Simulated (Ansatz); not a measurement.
**AlNi (Pm-3m): electronic heat capacity and spin susceptibility from the density of states**

These are results of DFT PBE, scalar-relativistic, plane waves, PAW (Ansatz), not measurements.

Cutoff 420 eV; k points 14×14×14 on the computed 2-atom cell (Γ-centred); Gaussian smearing, width 0.10 eV; no spin polarisation.

Relaxed cell: Pm-3m, a = 2.893 Å, b = 2.893 Å, c = 2.893 Å, α = 90.00°, β = 90.00°, γ = 90.00°, 2 atoms in the primitive cell. Whether it is the stable form of this composition wasn't checked.

The density of states at the Fermi level is 0.852 states/eV in the cell of 2 atoms (1 formula unit; both spins, tetrahedra on a 21×21×21 mesh).

**Question.** What Sommerfeld coefficient and Pauli susceptibility does this give?

**Answer.** Per formula unit N(E_F) = 0.852 states/eV. γ = (π²/3) k_B² N(E_F) N_A = 2.357 mJ/(mol K²) per state/eV, so γ = 2.0 mJ/(mol K²), a mole of formula units. χ_P = μ_B² N(E_F) N_A = 3.23×10⁻⁵ emu/mol per state/eV gives 2.8×10⁻⁵ emu/mol. This is the bare band result: a measured γ of the same phase is as a rule larger by a factor 1 + λ from phonons and spin fluctuations, the spin part of χ is larger by the Stoner factor, and a measured χ also holds orbital and core terms. N(E_F) at one energy is sensitive to the mesh where the density of states has sharp peaks.

A ferromagnetic start lost its moments in a first run, so spin was left out; other magnetic orders weren't tried.